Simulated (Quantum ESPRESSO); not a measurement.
A run of Quantum ESPRESSO 7.5 is set up as follows.

pw.in

```
&CONTROL
  calculation = 'scf'
  prefix = 'pwscf'
  outdir = './tmp'
  pseudo_dir = './pseudo'
  tprnfor = .true.
  tstress = .true.
  disk_io = 'low'
/
&SYSTEM
  ibrav = 0
  celldm(1) = 8
  nat = 1
  ntyp = 1
  ecutwfc = 45
  ecutrho = 360
  nbnd = 13
  occupations = 'smearing'
  smearing = 'fd'
  degauss = 0.00367493
/
&ELECTRONS
  conv_thr = 2d-10
  electron_maxstep = 120
  mixing_beta = 0.5
/
ATOMIC_SPECIES
Ge    72.6300 ge_pbesol_v1.4.uspp.F.UPF
CELL_PARAMETERS alat
  0.3300286206618  -0.6142828778384   0.0000000000000
  0.3300286206618   0.6142828778384   0.0000000000000
  0.0000000000000   0.0000000000000   0.6373647013719
ATOMIC_POSITIONS crystal
Ge     0.5000000000    0.5000000000    0.0000000000
K_POINTS automatic
9 9 8 0 0 0
```

The input nscf.in:

```
&CONTROL
  calculation = 'nscf'
  prefix = 'pwscf'
  outdir = './tmp'
  pseudo_dir = './pseudo'
  disk_io = 'low'
/
&SYSTEM
  ibrav = 0
  celldm(1) = 8
  nat = 1
  ntyp = 1
  ecutwfc = 45
  ecutrho = 360
  nbnd = 16
  occupations = 'smearing'
  smearing = 'fd'
  degauss = 0.00367493
  nosym = .true.
  noinv = .true.
/
&ELECTRONS
  conv_thr = 1d-09
  electron_maxstep = 120
  mixing_beta = 0.5
  diago_full_acc = .true.
  startingwfc = 'random'
/
ATOMIC_SPECIES
Ge    72.6300 ge_pbesol_v1.4.uspp.F.UPF
CELL_PARAMETERS alat
  0.3300286206618  -0.6142828778384   0.0000000000000
  0.3300286206618   0.6142828778384   0.0000000000000
  0.0000000000000   0.0000000000000   0.6373647013719
ATOMIC_POSITIONS crystal
Ge     0.5000000000    0.5000000000    0.0000000000
K_POINTS crystal
294
  0.00000000   0.00000000   0.00000000 3.40136054e-03
  0.00000000   0.00000000   0.16666667 3.40136054e-03
  0.00000000   0.00000000   0.33333333 3.40136054e-03
  0.00000000   0.00000000   0.50000000 3.40136054e-03
  0.00000000   0.00000000   0.66666667 3.40136054e-03
  0.00000000   0.00000000   0.83333333 3.40136054e-03
[... 286 lines left out ...]
  0.85714286   0.85714286   0.66666667 3.40136054e-03
  0.85714286   0.85714286   0.83333333 3.40136054e-03
```

File pw2wan.in:

```
&INPUTPP
  prefix = 'pwscf'
  outdir = './tmp'
  seedname = 'w'
  write_mmn = .true.
  write_amn = .true.
/
```

The input bands.in:

```
&CONTROL
  calculation = 'bands'
  prefix = 'pwscf'
  outdir = './tmp'
  pseudo_dir = './pseudo'
  disk_io = 'low'
/
&SYSTEM
  ibrav = 0
  celldm(1) = 8
  nat = 1
  ntyp = 1
  ecutwfc = 45
  ecutrho = 360
  nbnd = 16
  occupations = 'smearing'
  smearing = 'fd'
  degauss = 0.00367493
/
&ELECTRONS
  conv_thr = 1d-08
  electron_maxstep = 120
  mixing_beta = 0.5
  diago_full_acc = .true.
  startingwfc = 'random'
/
ATOMIC_SPECIES
Ge    72.6300 ge_pbesol_v1.4.uspp.F.UPF
CELL_PARAMETERS alat
  0.3300286206618  -0.6142828778384   0.0000000000000
  0.3300286206618   0.6142828778384   0.0000000000000
  0.0000000000000   0.0000000000000   0.6373647013719
ATOMIC_POSITIONS crystal
Ge     0.5000000000    0.5000000000    0.0000000000
K_POINTS crystal
82
  0.00000000   0.00000000   0.00000000 1
  0.03579600   0.03579600   0.00000000 1
  0.07159100   0.07159100   0.00000000 1
  0.10738700   0.10738700   0.00000000 1
  0.14318300   0.14318300   0.00000000 1
  0.17897900   0.17897900   0.00000000 1
  0.21477400   0.21477400   0.00000000 1
  0.25057000   0.25057000   0.00000000 1
  0.28636600   0.28636600   0.00000000 1
  0.32216200   0.32216200   0.00000000 1
  0.24162100   0.36662100   0.00000000 1
  0.16108100   0.41108100   0.00000000 1
  0.08054000   0.45554000   0.00000000 1
  0.00000000   0.50000000   0.00000000 1
  0.00000000   0.50000000   0.07142900 1
  0.00000000   0.50000000   0.14285700 1
  0.00000000   0.50000000   0.21428600 1
  0.00000000   0.50000000   0.28571400 1
  0.00000000   0.50000000   0.35714300 1
  0.00000000   0.50000000   0.42857100 1
  0.00000000   0.50000000   0.50000000 1
  0.08054000   0.45554000   0.50000000 1
  0.16108100   0.41108100   0.50000000 1
  0.24162100   0.36662100   0.50000000 1
  0.32216200   0.32216200   0.50000000 1
  0.28636600   0.28636600   0.50000000 1
  0.25057000   0.25057000   0.50000000 1
  0.21477400   0.21477400   0.50000000 1
  0.17897900   0.17897900   0.50000000 1
  0.14318300   0.14318300   0.50000000 1
  0.10738700   0.10738700   0.50000000 1
  0.07159100   0.07159100   0.50000000 1
  0.03579600   0.03579600   0.50000000 1
  0.00000000   0.00000000   0.50000000 1
  0.00000000   0.00000000   0.42857100 1
  0.00000000   0.00000000   0.35714300 1
  0.00000000   0.00000000   0.28571400 1
  0.00000000   0.00000000   0.21428600 1
  0.00000000   0.00000000   0.14285700 1
  0.00000000   0.00000000   0.07142900 1
  0.00000000   0.00000000   0.00000000 1
 -0.06250000   0.06250000   0.00000000 1
 -0.12500000   0.12500000   0.00000000 1
 -0.18750000   0.18750000   0.00000000 1
 -0.25000000   0.25000000   0.00000000 1
 -0.31250000   0.31250000   0.00000000 1
 -0.37500000   0.37500000   0.00000000 1
 -0.43750000   0.43750000   0.00000000 1
 -0.50000000   0.50000000   0.00000000 1
 -0.46443200   0.53556800   0.00000000 1
 -0.42886500   0.57113500   0.00000000 1
 -0.39329700   0.60670300   0.00000000 1
 -0.35772900   0.64227100   0.00000000 1
 -0.32216200   0.67783800   0.00000000 1
 -0.32216200   0.67783800   0.07142900 1
 -0.32216200   0.67783800   0.14285700 1
 -0.32216200   0.67783800   0.21428600 1
 -0.32216200   0.67783800   0.28571400 1
 -0.32216200   0.67783800   0.35714300 1
 -0.32216200   0.67783800   0.42857100 1
 -0.32216200   0.67783800   0.50000000 1
 -0.35772900   0.64227100   0.50000000 1
 -0.39329700   0.60670300   0.50000000 1
 -0.42886500   0.57113500   0.50000000 1
 -0.46443200   0.53556800   0.50000000 1
 -0.50000000   0.50000000   0.50000000 1
 -0.50000000   0.50000000   0.42857100 1
 -0.50000000   0.50000000   0.35714300 1
 -0.50000000   0.50000000   0.28571400 1
 -0.50000000   0.50000000   0.21428600 1
 -0.50000000   0.50000000   0.14285700 1
 -0.50000000   0.50000000   0.07142900 1
 -0.50000000   0.50000000   0.00000000 1
  0.00000000   0.00000000   0.50000000 1
 -0.06250000   0.06250000   0.50000000 1
 -0.12500000   0.12500000   0.50000000 1
 -0.18750000   0.18750000   0.50000000 1
 -0.25000000   0.25000000   0.50000000 1
 -0.31250000   0.31250000   0.50000000 1
 -0.37500000   0.37500000   0.50000000 1
 -0.43750000   0.43750000   0.50000000 1
 -0.50000000   0.50000000   0.50000000 1
```

The input w.win:

```
num_wann = 4
num_bands = 11
guiding_centres = true
dis_froz_max = 11.19
dis_num_iter = 600
dis_mix_ratio = 0.5
dis_conv_tol = 1.0d-9
num_iter = 1200
search_shells = 100
kmesh_tol = 1.0d-4
conv_tol = 1.0d-8
conv_window = 4
num_print_cycles = 200
fermi_energy = 10.1877
bands_plot = true
write_hr = true
mp_grid = 7 7 6
exclude_bands = 1-5
begin projections
Ge: s;p
end projections
begin unit_cell_cart
ang
  1.3971490000  -2.6005160000   0.0000000000
  1.3971490000   2.6005160000   0.0000000000
  0.0000000000   0.0000000000   2.6982310000
end unit_cell_cart
begin atoms_frac
Ge   0.5000000000   0.5000000000   0.0000000000
end atoms_frac
begin kpoint_path
G   0.0000000000   0.0000000000   0.0000000000  X   0.3221616403   0.3221616403   0.0000000000
X   0.3221616403   0.3221616403   0.0000000000  S   0.0000000000   0.5000000000   0.0000000000
S   0.0000000000   0.5000000000   0.0000000000  R   0.0000000000   0.5000000000   0.5000000000
R   0.0000000000   0.5000000000   0.5000000000  A   0.3221616403   0.3221616403   0.5000000000
A   0.3221616403   0.3221616403   0.5000000000  Z   0.0000000000   0.0000000000   0.5000000000
Z   0.0000000000   0.0000000000   0.5000000000  G   0.0000000000   0.0000000000   0.0000000000
G   0.0000000000   0.0000000000   0.0000000000  Y  -0.5000000000   0.5000000000   0.0000000000
Y  -0.5000000000   0.5000000000   0.0000000000  X1  -0.3221616403   0.6778383597   0.0000000000
X1  -0.3221616403   0.6778383597   0.0000000000  A1  -0.3221616403   0.6778383597   0.5000000000
A1  -0.3221616403   0.6778383597   0.5000000000  T  -0.5000000000   0.5000000000   0.5000000000
T  -0.5000000000   0.5000000000   0.5000000000  Y  -0.5000000000   0.5000000000   0.0000000000
Z   0.0000000000   0.0000000000   0.5000000000  T  -0.5000000000   0.5000000000   0.5000000000
end kpoint_path
bands_num_points = 9
begin kpoints
  0.00000000   0.00000000   0.00000000
  0.00000000   0.00000000   0.16666667
  0.00000000   0.00000000   0.33333333
  0.00000000   0.00000000   0.50000000
  0.00000000   0.00000000   0.66666667
  0.00000000   0.00000000   0.83333333
[... 286 lines left out ...]
  0.85714286   0.85714286   0.66666667
  0.85714286   0.85714286   0.83333333
end kpoints
```

Potentials or basis: GBRV 1.5 PBEsol.

Launch:

```bash
$ OMP_NUM_THREADS=1 pw.x -in pw.in > pw.out
$ OMP_NUM_THREADS=1 pw.x -in nscf.in > nscf.out
$ wannier90.x -pp w
$ OMP_NUM_THREADS=1 pw2wannier90.x -in pw2wan.in > pw2wan.out
$ wannier90.x w
$ OMP_NUM_THREADS=1 pw.x -in bands.in > bands.out
```

Problem. Predict the total Wannier spread.

Solution. 6.74 Å² over 4 functions.

Problem. Predict the RMS miss of the Wannier bands.

Solution. 0.110 eV.

Problem. Predict the band gap on the k mesh.

Solution. None (metal or under the smearing width).

Problem. What does it give for the pressure?

Solution. -4.3 GPa.

Wannier functions:
```csv
function,nearest atom,distance (Å),spread (Å²),on-site energy from the reference level (eV)
1,1 Ge,0.00,1.34,-7.06
2,1 Ge,0.00,1.78,2.35
3,1 Ge,0.00,1.77,2.16
4,1 Ge,0.00,1.85,1.78
```
